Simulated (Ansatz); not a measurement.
`CN(C)B(Cl)Cl` + `CC(=O)O` → `CC(=O)OB(Cl)Cl` + `CNC` at 400 K and 1 bar (ligand exchange at a B–N bond).

Isolated molecules relaxed with PBE0-D4/def2-TZVP in Ansatz; ΔE leaves out vibrations. CBS: MP2 limit from def2 TZ/QZ plus the TZ coupled-cluster correction, frozen cores. Each species was taken in one conformer, which may not be the lowest.

| species | CCSD(T)/CBS energy (Eh) | H − E (kJ/mol) | S (J/(mol·K)) |
| --- | --- | --- | --- |
| `CN(C)B(Cl)Cl` | -1078.89455 | 272.3 | 391.7 |
| `CC(=O)O` | -228.87529 | 185.0 | 309.7 |
| `CC(=O)OB(Cl)Cl` | -1172.74575 | 189.9 | 420.6 |
| `CNC` | -135.00321 | 264.6 | 293.2 |

H − E and S are ideal-gas, rigid-rotor, harmonic terms from PBE0-D4/def2-TZVP, for one conformer and one mirror image of each species. 1 Eh = 2625.50 kJ/mol, R = 8.31446 J/(mol·K).

Task: By hand: ΔE, ΔH, ΔS and ΔG.

Result: ΔE = (-1172.74575) + (-135.00321) − (-1078.89455) − (-228.87529) = 0.02088 Eh = 54.8 kJ/mol. Δ(H − E) = 189.9 + 264.6 − 272.3 − 185.0 = -2.8, so ΔH = 52.0 kJ/mol. ΔS = 420.6 + 293.2 − 391.7 − 309.7 = 12.4 J/(mol·K). ΔG = 52.0 − 400 × (12.4)/1000 = 47.0 kJ/mol.

Task: By hand: the equilibrium constant, and the temperature at which ΔG would vanish if ΔH and ΔS stayed fixed.

Result: log₁₀ K = −ΔG/(RT ln 10) = -6.1. ΔG = 0 at ΔH/ΔS = 4194 K, far beyond where these terms or the molecules hold.

The number of gas molecules stays the same, so ΔS is small and ΔH decides. A doubt of 5 kJ/mol in ΔE shifts log₁₀ K by 0.7 here. Other conformers and mirror images would add mixing entropy, several J/(mol·K) or more a flexible species. Modes under 60 cm⁻¹, often nearly free rotors, make the harmonic entropy too high. These are equilibria of isolated gas molecules and say nothing of rates. Largest T1 diagnostic: 0.015 (customary marks: 0.02 for closed shells, 0.045 for open ones).
